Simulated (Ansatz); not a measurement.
# CoO (P-6m2) in Ansatz: settings compared

Aim: see how the results for CoO move with the level of theory and the settings. Levels: PBE+D3(BJ), PBE+D4, LDA. Tasks: relaxation of cell and atoms.

All numbers are computed with Ansatz 0.2.0; they aren't measurements. Logs are shortened: lines on timing, memory, paths and dates and some standing lists are left out, and cuts for length are marked.

## 1. The structure

It takes space group P-6m2 (No. 187, hexagonal). The conventional cell has a = 2.828 Å, b = 2.828 Å, c = 2.722 Å, α = 90.00°, β = 90.00°, γ = 120.00°. Co (site symmetry -6m2) has 6 O at 2.13 Å as nearest neighbours. O (site symmetry -6m2) has 6 Co at 2.13 Å as nearest neighbours.

The cell was built by a generator and needn't be a form met in nature.

## 2. Relaxation of cell and atoms, PBE+D3(BJ), collinear spin, ferromagnetic start

input.yaml

```yaml
crystal:
  lattice:
    - [2.82845, 0.0, 0.0]
    - [-1.41423, 2.44951, 0.0]
    - [0.0, 0.0, 2.72172]
  atoms:
    - { symbol: Co, position: [0.0, 0.0, 0.5], spin: 2.0 }
    - { symbol: O, position: [0.66667, 0.33333, 0.0] }
hamiltonian:
  xc: pbe
  pseudopotentials: { kind: paw }
  dispersion: d3bj
magnetization:
  spin_polarized: true
kpoints:
  mp_grid: { grid: [8, 8, 7] }
scf:
  occupations: { method: fermi_dirac, width: 0.05 }
output:
  forces: true
  stress: true
  eigenvalues: true
  write_density: true
  write_potential: true
  elf: true
  volumetric_format: npy
relax:
  f_tol: 0.01
  max_steps: 40
  cell: { stress_tol: 0.05 }
```

Potentials or basis: Ansatz PAW.

Launch:

```sh
> ansatz run input.yaml --threads 2 --pin off --max-ram 5632MiB --backend cpu --events-out ev --progress --plain --runs-dir out
```

Output:

```text
Warning: the atoms were moved onto the symmetric positions of the space group found under crystal.symmetry.tolerance 1.0e-5 (fractional; no operation is sought that the atoms, as they stand in a round, miss by more than twice it, and no atom is moved by as much as it), and the run uses the moved positions. Before a round's move an operation carried an atom to 1.41e-5 Å from where it should land, the largest such distance. Atom 1 (counting from 0) moved farthest, by 1.63e-5 Å; the longest move in fractions of the cell, of whichever atom, is 0.47 of the tolerance, in 1 round. To run the atoms as typed, lower crystal.symmetry.tolerance until the operations that they miss are no longer found, or set crystal.symmetry.detect: false (a key that needs symmetry detection or time reversal refuses this as the deck is read). The positions used, in the order of the run's atom list: position: [5.5510939473021013e-17, -1.8503646491007004e-17, 0.5]; position: [0.6666666666666667, 0.3333333333333333, 0.0]; The lattice was moved too: crystal.lattice keeps the space group found at crystal.symmetry.tolerance 1.0e-5 only nearly: the operation that it misses by the most changes a squared length by the fraction 4.08e-6. The run uses the lattice that is a stretch of the typed one, with no rotation, onto the one that keeps every operation to a double's rounding (on a very oblique basis the stretch itself rounds by more); the deck's lattice vector that moved farthest moved by 2.90e-6 Å. To run the lattice as typed, set crystal.symmetry.tolerance under 1.72e-6, the least fraction by which an operation that the lattice misses changes a squared length (the same key also sets how far an atom may lie from its image, so lowering it can lose operations that the atoms keep only within it), or set crystal.symmetry.detect: false, as for the atoms. crystal.lattice made exact, in Å and degrees: [[2.8284502578841653, 2.886751346032116e-6, 0.0], [-1.4142276289420825, 2.449508333292661, 0.0], [0.0, 0.0, 2.72172]]. Pasted over the deck's crystal.lattice, beside positions in fractional coordinates, it runs the same cell (given as lengths and angles, that cell in the form's own orientation, a rigid turn of the misfit's size from the one run here, for which a checkpoint.post_process_only pass over this run's state can be refused: where this run relaxes nothing, give such a pass this deck's own crystal.lattice, as typed; behind a relaxation, as crystal.lattice, the state's own cell, identity.cell in its checkpoint.json), and a matrix so pasted ends this notice, except on a very skew basis of the lattice, where the rounding of the pasted numbers themselves can read as a misfit: the cell is then moved again, and that move is told again. The lattice as run is in this notice's lattice.as_run_ang field (Run.prep()["deck_notices"] in Python, the deck_notice line of an events file, deck_notices of ansatz run --dry-run=json, or deck_notices in record.json in the deck's checkpoint.write directory).
Warning: RAYON_NUM_THREADS=2 ignored (pool sized by the plan → 2); use --threads N
Engine: ansatz 0.2.0, aarch64-unknown-linux-gnu
Pseudopotentials: kind: paw
Pseudopotential: Co, paw, valence charge 17, recommended cutoff 420 eV (normal), Co.paw.azcp
Pseudopotential: O, paw, valence charge 6, recommended cutoff 420 eV (normal), O.paw.azcp
Functional definition: PBE
  parameter kappa = 0.804
  parameter beta = 0.06672455060314922
  exchange = pbe_x(kappa = kappa, mu = beta*pi^2/3)
  correlation = pbe_c(beta = beta)
Crystal: 2 atoms, lattice volume = 18.857 Å³
Basis set: ecut = 420 eV, 381 PW (Γ), exchange–correlation on 40×40×40 points (8 copies of the dense FFT grid, shifted against one another)
Bands: 17, of which v1, the nominal top of the filled ones, is band 12 counted from 1 (11 counted from 0)
Symmetry: 12 space group operations
Space group: P-6m2 (ITA 187), of the structure as read, at distance tolerance 2.7e-5 Å
Magnetic group: BNS 187.209 (UNI 1439), of the structure as read, at distance tolerance 2.7e-5 Å
k-points: 40 of 448 (time reversal used)
Non-local potential: Co, projectors of the file, l = 0: 3, l = 1: 2, l = 2: 3, l = 3: 1
Non-local potential: O, projectors of the file, l = 0: 2, l = 1: 2, l = 2: 1
PAW form: soft (Blöchl's): semilocal exchange-correlation on the pseudo side does not see the compensation charge
PAW one-centre angular grid: Co, 590 points (default); XC on 64 Gauss nodes
PAW one-centre angular grid: O, 110 points (default); XC on 64 Gauss nodes
Initial density: superposition of atomic densities (chi_scale 0.1, normalization cell, long waves kept (reshape's long-wave potential 0.00 eV rms))
Starting moments: Σ|m| = 2 μB on 1 of 2 sites
Initial wavefunctions: pseudopotential atomic-orbital guess
Functional: x = pbe(κ = 0.804, μ = 0.2195149727645171), c = pbe(β = 0.06672455060314922)
SCF iter   1: F=—  HF=-5691.408659 eV  |F-HF|=—  |Δ(HF+E_count)|=         —  Δρ=1.19e-1 (↑1.19e-1 ↓9.14e-2)  dr2=5.96e0  dr2_m=2.31e-1  M=2.235 μB ∫|m|=2.241 μB  β_m=0.30  ethr=3.10e-3  ⟨swp⟩=5.6  Hψ=5949  notcnv=0
Mixer restart at iter 1: flushing history
preconditioner: auto → none  [metal: Δε(μ)=0.015 eV  Ē_g=13.647 eV  σ=0.050 eV  W_gap=0.08  n_scr=8 (ndim 8)  ℏωp=33.1 eV  f_vac=0.000  D(μ)=4.81/eV (n_scr^D=94)  sad-step TF]
SCF iter   2: F=—  HF=-5691.947696 eV  |F-HF|=—  |Δ(HF+E_count)|=   5.39e-1  Δρ=6.25e-2 (↑6.25e-2 ↓4.35e-2)  dr2=7.30e-1  dr2_m=3.25e-1  M=2.441 μB ∫|m|=2.450 μB  β_m=0.38  ethr=3.10e-3  ⟨swp⟩=3.2  Hψ=3375  notcnv=0  defer=11
SCF iter   3: F=—  HF=-5692.245743 eV  |F-HF|=—  |Δ(HF+E_count)|=   2.98e-1  Δρ=4.20e-2 (↑3.98e-2 ↓4.20e-2)  dr2=7.33e-2  dr2_m=2.55e-1  M=2.617 μB ∫|m|=2.632 μB  β_m=0.26  ethr=3.10e-3  ⟨swp⟩=2.0  Hψ=2367  notcnv=0  defer=10
SCF iter   4: F=—  HF=-5692.364104 eV  |F-HF|=—  |Δ(HF+E_count)|=         —  Δρ=5.36e-2 (↑4.68e-2 ↓5.36e-2)  dr2=3.39e-2  dr2_m=4.24e-1  M=2.996 μB ∫|m|=3.028 μB  β_m=0.69  ethr=3.19e-4  ⟨swp⟩=2.3  Hψ=2387  notcnv=0  defer=10
Mixer restart at iter 4: flushing history
SCF iter   5: F=—  HF=-5692.398979 eV  |F-HF|=—  |Δ(HF+E_count)|=   3.49e-2  Δρ=2.83e-2 (↑1.90e-2 ↓2.83e-2)  dr2=7.48e-2  dr2_m=7.63e-2  M=3.000 μB ∫|m|=3.043 μB  β_m=0.84  ethr=1.47e-4  ⟨swp⟩=2.6  Hψ=2765  notcnv=0  defer=13
SCF iter   6: F=—  HF=-5692.500617 eV  |F-HF|=—  |Δ(HF+E_count)|=   1.02e-1  Δρ=2.43e-2 (↑2.07e-2 ↓2.43e-2)  dr2=2.45e-1  dr2_m=2.67e-3  M=3.000 μB ∫|m|=3.047 μB  β_m=0.65  ethr=1.47e-4  ⟨swp⟩=3.0  Hψ=3348  notcnv=0  defer=20
[... 83 lines left out ...]
SCF iter   5: F=—  HF=-5692.458242 eV  |F-HF|=—  |Δ(HF+E_count)|=  5.46e-11  Δρ=5.98e-7 (↑2.05e-7 ↓5.98e-7)  dr2=1.85e-11  dr2_m=1.67e-11  M=3.000 μB ∫|m|=3.052 μB  β_m=0.77  ethr=2.07e-12  ⟨swp⟩=2.6  Hψ=2144  notcnv=0
SCF iter   6: F=—  HF=-5692.458242 eV  |F-HF|=—  |Δ(HF+E_count)|=  5.37e-11  Δρ=2.93e-7 (↑4.78e-8 ↓2.93e-7)  dr2=5.28e-12  dr2_m=4.20e-12  M=3.000 μB ∫|m|=3.052 μB  β_m=0.89  ethr=1.00e-12  ⟨swp⟩=1.0  Hψ=1360  notcnv=0
SCF iter   7: F=-5692.458242 eV  HF=-5692.458242 eV  |F-HF|=8.19e-12  |Δ(HF+E_count)|=  2.00e-11  Δρ=2.09e-7 (↑4.63e-8 ↓2.09e-7)  dr2=1.01e-11  dr2_m=1.31e-12  M=3.000 μB ∫|m|=3.052 μB  ethr=1.00e-12  ⟨swp⟩=4.0  Hψ=5419  notcnv=0
SCF 7 converged in 7 iterations: F = -5692.458242 eV  dr2 = 1.01e-11
relax step   7: F+E_penalty+E_count = -5692.45824234 eV  Δ(F+E_penalty+E_count) = +8.840e-5 eV  max|allowed force component| = 7.401e-17 eV/Å  Δτ_max = 0.0000 Å  P = +0.002 GPa  Ω = 18.452 Å³  stress off target by 2.81e-3 GPa  SCF on the basis re-selected at this cell (its energy is not comparable with the rows above)  (7 SCF iters)
basis re-selected at this cell: Δ(F+E_penalty+E_count) = +8.840e-5 eV, ΔP = -0.003 GPa vs the last step (what re-selecting the basis moved, of the pressure what is left beyond the Pulay correction that the steps carried, after the strain that the cell walked since its last selection, with what the two solves' SCF thresholds leave and, on support functions, any second-order correction that the steps lacked; it is no measure of the basis error at this ecutwfc). This SCF's stress stands 2.81e-3 GPa from its target on what of the cell is left free (relax.cell.stress_tol is 5.00e-2 GPa) and its largest allowed force component is 7.40e-17 eV/Å (relax.f_tol is 1.00e-2 eV/Å): within both
SCF converged after 7 iterations
Magnetization: 2.9999 μB (13.0000 up, 10.0000 down)
Absolute magnetization: 3.0521 μB (∫|ρ↑−ρ↓|, with the PAW one-centre terms)
Spin contamination: 0.0117 ħ² per cell (⟨S²⟩ above its minimum at these occupations)
Per-site moments (μB) at R_I (Å): [(2.4964577148557416, 0.8709110214690641), (0.42677456053360613, 0.8709110214690641)]
Free energy (F): -5692.458242 eV
Harris-Foulkes:  -5692.458242 eV  (|F-HF|=8.19e-12)
Internal energy: -5692.432095 eV  (E = F + TS)
E sigma→0 (E₀):  -5692.445169 eV
Entropy (-TS):   -0.026147 eV (-13.074 meV/atom)
Fermi energy:    14.798779 eV
--- Per-component energies (eV) ---
  E_band       = -291.405332
  E_kinetic    = 619.103805
  E_local      = -3383.991501  (includes V_loc(G=0)·N_el)
  E_nonlocal   = 512.019138
  E_hartree    = 1391.510597
  E_xc         = -229.376802
  E_vxc        = -294.860149  (∫ρ·V_xc dr)
  E_paw        = -1675.611402  (= ΣΔE_a)
  E_vpaw       = -526.700073  (= ΣTr[D̂ρ^β])
  E_aug_tail   = 0.002341  (compensation charges beyond the density's cutoff)
  E_ewald      = -2925.622262
  E_disp       = -0.466009  (pairwise vdW)
  E_smearing   = -0.026147  (= −TS)
  E_closure    = 0.000000  (closes the sum)
  Σ components = -5692.458242   (vs F -5692.458242, Δ=0.00e0)
--- Forces (eV/Å), atoms counted from 1 ---
  atom   1  Co     0.00000000     0.00000000     0.00000000
  atom   2  O     -0.00000000     0.00000000    -0.00000000
  max |Σ_I F_I| component: 3.24e-17 eV/Å
--- Stress (GPa, compression-positive) ---
        0.002062       0.000000       0.000000
        0.000000       0.002062      -0.000000
        0.000000      -0.000000       0.002806
  P = ⅓ Tr σ = 0.0023 GPa (0.023 kbar)
--- Band table (eV; the first three rows and the last of 80) ---
  k-point 0 ↑: bands = ["-82.4366", "-45.8845", "-45.5689", "-45.5689", "-5.9935", "9.6785", "9.6785", "10.2839", "10.9313", "11.8521", "11.8521", "13.7527", "13.7527", "15.5183", "29.4177", "31.0446", "31.0446"]
  k-point 1 ↑: bands = ["-82.4354", "-45.8972", "-45.5678", "-45.5678", "-5.8121", "9.0412", "9.7689", "9.7689", "11.3373", "11.6813", "11.6813", "13.7774", "13.7774", "16.5162", "28.3843", "31.5450", "31.5450"]
  k-point 2 ↑: bands = ["-82.4330", "-45.9257", "-45.5654", "-45.5654", "-5.3664", "7.1594", "9.9381", "9.9381", "11.4447", "11.4447", "11.9558", "13.7087", "13.7087", "18.3883", "25.8218", "33.0029", "33.0029"]
  k-point 39 ↓: bands = ["-79.3502", "-42.7609", "-42.7108", "-42.6909", "-3.3610", "8.2998", "8.4708", "9.8614", "13.6042", "14.8836", "15.1779", "15.8406", "16.9807", "21.2106", "24.1775", "27.6841", "29.5319"]
--- Relaxed structure (5 steps of the walk, 5 accepted, 2 SCFs on fresh bases) ---
  F+E_penalty+E_count = -5692.45824234 eV   max|allowed force component| = 7.401e-17 eV/Å   (the final SCF, on the basis selected at the relaxed cell)
  cell:  # Å, volume = 18.4521 Å³
    - [2.802873916370254, 2.8606478152770332e-6, 6.58058914382438e-19]
    - [-1.4014394355788062, 2.4273585848575125, -3.29030038833865e-19]
    - [6.332273666331943e-19, -2.330418787394661e-33, 2.71210959974716]
  atoms:
    - { symbol: Co, position: [5.5510939473021e-17, -1.8503646491007004e-17, 0.49999999999999994] }
    - { symbol: O, position: [0.6666666666666667, 0.33333333333333326, 1.925929944387236e-34] }
```

Run time: 13 s. Hardware: 2 threads of Arm Neoverse V2, shared host; peak memory 0.3 GiB.

Results:

| Item | Value |
| --- | --- |
| Free energy | -5692.4582 eV |
| Relaxed volume | 9.23 Å³/atom |
| Relaxed cell | a = 2.803 Å, b = 2.803 Å, c = 2.712 Å, α = 90.00°, β = 90.00°, γ = 120.00° |
| Space group after relaxing (to 0.05 Å) | P-6m2 (No. 187) |
| Energy gained by relaxing | 2.5 meV/atom |
| Ionic steps | 7 |
| Pressure after relaxing | 0.0 GPa |
| Band gap on the k mesh | none (metal or under the smearing width) |
| Net moment | 3.00 μB per cell |
| Absolute moment | 3.05 μB per cell |
| Site moments | Co +2.50; O +0.43 μB |

Step by step:
| step | energy change (eV) | largest force (eV/Å) | volume (Å³) |
| --- | --- | --- | --- |
| 1 | 0.0000 | 0.0000 | 18.86 |
| 2 | -0.0048 | 0.0000 | 18.65 |
| 3 | -0.0067 | 0.0000 | 18.46 |
| 4 | -0.0067 | 0.0000 | 18.47 |
| 5 | -0.0051 | 0.0000 | 18.47 |
| 6 | -0.0052 | 0.0000 | 18.45 |
| 7 | -0.0051 | 0.0000 | 18.45 |

Final structure:
```cif
data_structure
_symmetry_space_group_name_H-M 'P 1'
_symmetry_Int_Tables_number 1
_cell_length_a 2.8029
_cell_length_b 2.8029
_cell_length_c 2.7121
_cell_angle_alpha 90.000
_cell_angle_beta 90.000
_cell_angle_gamma 120.000
_cell_volume 18.45
loop_
_atom_site_label
_atom_site_type_symbol
_atom_site_fract_x
_atom_site_fract_y
_atom_site_fract_z
_atom_site_occupancy
Co1 Co 0.00000 0.00000 0.50000 1
O1 O 0.66667 0.33333 0.00000 1
```

Caveat: the plane-wave basis is chosen anew once the cell has moved, so the energies of steps on either side of that aren't comparable; the pressure holds a Pulay correction of +0.8 GPa for the finite cutoff; a cell with one magnetic atom can't hold antiferromagnetic order, which such compounds often take; semilocal functionals often make such compounds metallic where correlation or magnetic order opens a gap, which also shifts bond lengths; pairwise dispersion overbinds metals, which lowers pressure and volume. With open d or f shells a metallic result of PBE can be an artefact of self-interaction; +U or a hybrid may open a gap.

(Part 1 of 2 ends here.)
